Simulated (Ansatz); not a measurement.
**Co under changes of volume**

One of the cells (10.640 Å³/atom); the others are scaled copies at fixed shape and fractional positions:

```xyz
2
Lattice="2.4720 0.0000 0.0000 -1.2360 2.1408 0.0000 0.0000 0.0000 4.0211" Properties=species:S:1:pos:R:3 pbc="T T T"
Co    1.2360    0.7136    3.0159
Co    0.0000    1.4272    1.0053
```

* Program: Ansatz 0.2.0
* Functional: PBEsol
* Potentials or basis: all-electron LAPW, scalar-relativistic
* Cutoff: 339 eV (chosen from the basis error)
* Basis error allowed: 0.0005 eV/atom
* k mesh: 12 × 12 × 7
* Occupations: fermi-dirac, width 0.05 eV
* Spin: collinear spin, ferromagnetic start
* Starting moments: [2.0, 2.0] μB

```csv
volume (Å³/atom),energy over the lowest point (meV/atom),pressure (GPa),moment (μB per cell)
10.002,9.01,9.0,3.03
10.215,1.15,3.4,3.09
10.427,0.00,-1.5,3.15
10.640,?,?,?
10.853,15.34,-9.8,3.24
11.066,30.75,-13.3,3.28
11.279,50.60,-16.5,3.31
```

Question: What does the run at 10.640 Å³/atom give?

Answer: Energy over the lowest point 4.90 meV/atom; pressure -5.8 GPa; moment 3.20 μB per cell.

Worked out: A Birch-Murnaghan fit of order 3 (a polynomial in V^(-2/3)) to the other rows has its minimum at 10.36 Å³/atom with B0 = V·E''(V) = 230 GPa and B' = 4.0 at fixed shape and positions, which overstates the stiffness. It gives 4.93 meV/atom at 10.640 Å³/atom, against the run's 4.90, and -dE/dV = -5.8 GPa, against -5.8. A parabola through the other rows of the moment, of slope 0.22 μB per Å³/atom there, gives 3.20 μB, against the run's 3.20.

Energies are extrapolated to zero smearing.
